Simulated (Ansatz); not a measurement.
Input:

CsBr (CsCl type)

```yaml
crystal:
  lattice:
    - [8.64696, 0.00000, 0.00000]
    - [0.00000, 4.32348, 0.00000]
    - [0.00000, 0.00000, 4.32348]
  atoms:
    - { symbol: Cs, position: [0.00000, 0.00000, 0.00000] }
    - { symbol: Cs, position: [0.50000, 0.00000, 0.00000] }
    - { symbol: Br, position: [0.25000, 0.50000, 0.50000] }
    - { symbol: Br, position: [0.75000, 0.50000, 0.50000] }
```

Scan: atom 4 (Br, nearest neighbour Cs at 3.744 Å; its periodic images, 4.3 Å or more away, move with it) is displaced along Cartesian [110], direction (0.707, 0.707, 0.000) in Cartesian axes, by s. The other atoms stay.

All values below come from r2SCAN (plane waves to 500 eV, PAW, scalar-relativistic; Ansatz, a first-principles code). k mesh 3×6×6 (Γ-centred), Fermi-Dirac smearing 0.05 eV. E stands for the smeared free energy. CsBr was relaxed with its symmetry unable to fall. ΔE is measured from the undisplaced structure.

The scan covers s from -0.750 to 0.750 Å in 11 points.

Q: Is this a single well or a double well?

A: A single well with its minimum at or next to zero displacement.

Q: Is the energy the same for equal positive and negative displacements?

A: Even: the same for both signs. With its periodic images moving along, the atom's site symmetry in this cell is 4/mmm.

Q: What force acts on the atom along the line at s = -0.750 Å?

A: 1.54 eV/Å.

Q: What is the energy change at s = 0.750 Å?

A: 473 meV/cell.

Q: What is the force constant k = d²E/ds² of this move at s = 0?

A: 1.31 eV/Å².

(A displaced cell: forces are minus the slopes of the energy, force constants its curvatures, and phonons follow from these.)
